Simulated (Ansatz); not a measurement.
Results of r²SCAN+rVV10 (PAW; Ansatz, a program for electronic structure) for rutile GeO2.

Run with plane-wave cutoff 560 eV, 8×8×12 k mesh (along the axes of the cell as run), Fermi–Dirac smearing 0.01 eV, scalar-relativistic PAW data made under PBE.

Cell (relaxed at this level):

```xyz
6
Lattice="4.3972 0.0000 0.0000 0.0000 4.3972 0.0000 0.0000 0.0000 2.8689" Properties=species:S:1:pos:R:3 pbc="T T T"
Ge     0.0000     0.0000     0.0000
Ge     2.1986     2.1986     1.4345
O      1.3441     1.3441     0.0000
O      3.5427     0.8545     1.4345
O      0.8545     3.5427     1.4345
O      3.0531     3.0531     0.0000
```

Q: Give the computed bulk modulus, band gap and pressure derivative B′ of the bulk modulus.

A: 
- bulk modulus = 252 GPa
- band gap = 2.57 eV (direct)
- pressure derivative B′ of the bulk modulus = 5.8

Measured, for comparison: band gap 4.68 eV (temperature not stated, not corrected to a static lattice, direct (forbidden), UV absorption; as tabulated in Mengle et al. (2019), arXiv:1905.10301); bulk modulus 251 GPa (room temperature, not corrected to a static lattice, from measured elastic constants; as tabulated in Sevik and Bulutay (2007), arXiv:cond-mat/0610176). Computed (rounded) less measured: bulk modulus +0.4 %.

Note: the bulk modulus comes from volumes at which shape and atoms were relaxed.

Spin–orbit coupling is not included.

Computed values are for the static lattice.

Computing time: very roughly 6 core-minutes.
